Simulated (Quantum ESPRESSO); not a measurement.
**MgO in Quantum ESPRESSO: the effect of functional**

Crystal: MgO.

```
Mg O
1.0
     0.00000    2.09700    2.09700
     2.09700    0.00000    2.09700
     2.09700    2.09700    0.00000
Mg O
1 1
Direct
  0.00000 0.00000 0.00000
  0.50000 0.50000 0.50000
```

The cell is a database's computed one.

Alike in all runs:

- Program: Quantum ESPRESSO 7.5
- Task: phonons and Raman activities
- Cutoff: 612 eV
- Density cutoff: 4898 eV
- k mesh: 6 × 6 × 6, shifted
- Occupations: fermi-dirac, width 0.05 eV
- Spin: no spin polarisation

Each run relaxes the cell or the atoms first.

| functional | potentials or basis | relaxed volume (Å³/atom) | dielectric constant (mean) | highest phonon frequency (cm⁻¹) |
| --- | --- | --- | --- | --- |
| LDA | GBRV 1.5 LDA | 9.01 | 3.19 | 409 |
| PBE | GBRV 1.5 PBE | ? | ? | ? |
| PBEsol | GBRV 1.5 PBEsol | 9.36 | 3.25 | 386 |

**Question.** What does the run with functional PBE give?

**Answer.** Relaxed volume 9.63 Å³/atom; dielectric constant 3.24 mean; highest phonon frequency 366 cm⁻¹.
